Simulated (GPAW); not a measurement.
Wanted: an ASE script for a GPAW 26.7.0 run.

| Property | Result |
| --- | --- |
| Task | single point |
| Functional | PBE0 |
| Potentials or basis | GPAW PAW data sets (gpaw-data 1.2.1) |
| Cutoff | 450 eV |
| Basis | pw |
| k mesh | 6 × 6 × 6 |
| Occupations | fermi-dirac, width 0.05 eV |
| Spin | no spin polarisation |
| Maxiter | 60 |
| Ranks | 8 |

The system is CdS.

```
CELL_PARAMETERS angstrom
0.00000 2.75324 2.75324
2.75324 0.00000 2.75324
2.75324 2.75324 0.00000
ATOMIC_POSITIONS crystal
Cd 0.00000 0.00000 0.00000
S 0.50000 0.50000 0.50000
```

Measurements of this composition are mostly on another form, of space group No. 186.

The input as run:

run.py

```python
from ase import Atoms
from ase.dft.bandgap import bandgap
from ase.io import write
from ase.parallel import parprint
from gpaw import GPAW, PW

atoms = Atoms(['Cd', 'S'],
              cell=[[0.0, 2.753244, 2.753244],
                    [2.753244, 0.0, 2.753244],
                    [2.753244, 2.753244, 0.0]],
              scaled_positions=[[0.0, 0.0, 0.0],
                                [0.5, 0.5, 0.5]],
              pbc=True)

calc = GPAW(mode=PW(450),
            xc='PBE0',
            kpts={'size': (6, 6, 6), 'gamma': True},
            occupations={'name': 'fermi-dirac', 'width': 0.05},
            nbands=14,
            convergence={'density': 1e-05, 'energy': 1e-05},
            maxiter=60,
            txt='gpaw.txt')
atoms.calc = calc
energy = atoms.get_potential_energy()
forces = atoms.get_forces()
calc.write('gs.gpw')
write('result.traj', atoms)
parprint(f'Energy: {energy:.6f} eV')
parprint('Forces (eV/A):')
parprint(forces.round(4))
parprint('Fermi level:', round(calc.get_fermi_level(), 4), 'eV')
parprint(f'Gap: {bandgap(calc)[0]:.4f} eV, direct: {bandgap(calc, direct=True)[0]:.4f} eV')
```

Potentials or basis: GPAW PAW data sets (gpaw-data 1.2.1), pw.

Launch:

```bash
$ OMP_NUM_THREADS=1 mpirun -n 8 gpaw python run.py
```

Results of the run:

The band gap on the k mesh is 1.87 eV, indirect (least direct gap 3.21 eV).

Caveat: the PAW data sets were made with another functional, which shifts forces and pressure a little.

Wall time 16 min on 8 MPI ranks on Intel(R) Xeon(R) Platinum 8375C CPU @ 2.90GHz (Ice Lake), with other jobs on the host, peak memory 0.23 GiB a rank.
